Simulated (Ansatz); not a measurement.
# GaAs: a fit and a missing row

GaAs, F-43m, a = 5.666 Å. Ansatz: r2SCAN, PAW, 500 eV, Γ-centred 8×8×8 mesh on 2 atoms, Gaussian smearing 0.02 eV; no spin polarisation. Symmetry fixes shape and atoms, so the cell is only scaled; pressure is positive in compression.

| V (Å³/atom) | P (GPa) |
| --- | --- |
| 21.378 | 5.17 |
| 22.060 | 2.37 |
| 22.742 | 0.00 |
| 23.425 | -2.00 |
| 24.107 | ? |

Question: Take V0 = 22.742 Å³/atom, fit the third-order Birch–Murnaghan form to the other rows, and predict the missing pressure.

Answer: With the Eulerian strain f = ½[(V0/V)^(2/3) − 1] and y = P/[3f(1 + 2f)^(5/2)], the form is the line y = B0 + 1.5 B0 (B0′ − 4) f. Rows (f, y): 0.02105, 73.8; 0.01025, 73.3; -0.00977, 71.7. Means f = 0.007177, y = 72.933; Σ(Δf)² = 0.0004891, ΣΔfΔy = 0.03405; the slope is their ratio. y = 72.43 + 69.62 f GPa, so B0 = 72.4 GPa and B0′ = 4 + 2 × (69.62)/(3 × 72.43) = 4.64. At V = 24.107, f = -0.01906, y = 71.10 and P = -3.69 GPa. The run gave -3.69 GPa, the same to the digits shown. The form still works here, 33 % of the fitted range beyond its end.